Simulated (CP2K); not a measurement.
## Si in CP2K: convergence with cutoff ry

The system is Si.

```
Si
1.0
     3.60746    0.00000    0.00000
    -2.62785    2.47147    0.00000
    -0.48980   -1.23573    3.35363
Si
2
Cartesian
  0.5449 1.2686 -0.0705
  -1.3090 1.2291 1.6294
```

This isn't the form of Si at room conditions, which is diamond.

The cell isn't the ideal one: atoms moved at random, drawn with an rms of 0.1 Å.

| Property | Result |
| --- | --- |
| Program | CP2K 2026.2 |
| Task | single point |
| Functional | PBE |
| Potentials or basis | all electrons (GAPW); pob-DZVP-rev2 basis |
| Density cutoff | 1361 eV |
| k mesh | 9 × 9 × 6 |
| Occupations | fermi-dirac, width 0.0259 eV |
| Spin | no spin polarisation |

These are the settings of the first run; the series varies cutoff ry, with any setting tied to it.

Hardware: 1 thread of Arm Neoverse V2, on a shared host.

| cutoff ry | energy less the tightest run, at zero smearing (meV/atom) | pressure (GPa) | largest force (eV/Å) | SCF cycles | CPU time (s) | peak memory (GiB) |
| --- | --- | --- | --- | --- | --- | --- |
| 100 Ry | -48.91 | 8.21 | - | 13 | 17 | 0.18 |
| 150 Ry | -9.18 | 5.51 | 0.336 | 13 | 17 | 0.19 |
| 210 Ry | -0.15 | 4.56 | 0.277 | 12 | 17 | 0.2 |
| 280 Ry | 0.00 | 4.55 | 0.277 | 12 | 18 | 0.22 |
| 350 Ry | 0.00 | 4.55 | 0.277 | 12 | 17 | 0.23 |
| 420 Ry | 0.00 | 4.55 | 0.277 | 12 | 16 | 0.23 |
| 500 Ry | 0.00 | 4.55 | 0.277 | 12 | 18 | 0.28 |
| 620 Ry | 0.00 | 4.55 | 0.277 | 12 | 19 | 0.31 |
| 800 Ry | 0.00 | 4.55 | 0.277 | 12 | 20 | 0.34 |

Against the tightest run, the energy stays within 1 meV/atom from 210 Ry on; the pressure stays within 0.1 GPa from 210 Ry on; the largest force stays within 0.005 eV/Å from 210 Ry on. The tightest run that finished is the yardstick and may itself not be fully converged.

Caveat, for the tightest run too: the basis of atomic orbitals isn't converged, which shifts pressures, moduli and gaps.
